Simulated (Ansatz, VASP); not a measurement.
Ta: VASP beside Ansatz

```xyz
1
Lattice="-1.6420 1.6420 1.6420 1.6420 -1.6420 1.6420 1.6420 1.6420 -1.6420" Properties=species:S:1:pos:R:3 pbc="T T T"
Ta    0.0000    0.0000    0.0000
```

Alike in both runs: functional PBEsol; k mesh 16 × 16 × 16; occupations fermi-dirac, width 0.15 eV; no spin polarisation.

Ansatz relaxed the structure, and its values are those at the end. VASP's run is a single point on that final structure, the one shown.

```csv
,VASP,Ansatz
version,VASP 6.6.1,Ansatz 0.2.0
potentials or method,"VASP PAW PBE potentials, release 64 (Ta_pv)","scalar-relativistic, plane waves, PAW"
plane-wave cutoff (eV),520,420
valence electrons in the cell,11,13
```

VASP gave:

| Item | Value |
| --- | --- |
| gap on the k mesh at the Fermi level (eV) | none |
| pressure (GPa) | 0.2 |

Problem. What did Ansatz give for the same quantities?

Solution. gap on the k mesh at the Fermi level (eV): none; pressure (GPa): 0.0.

A gap of «none» marks a metal or a gap that the smearing closes. The two sets of potentials don't hold the same shells in valence. Ansatz warned: «pseudo_functional_mismatch».

Caveats: the PAW data sets were made with another functional, which shifts forces and pressure a little (VASP). Spin-orbit coupling is left out, which matters for the levels of Ta.
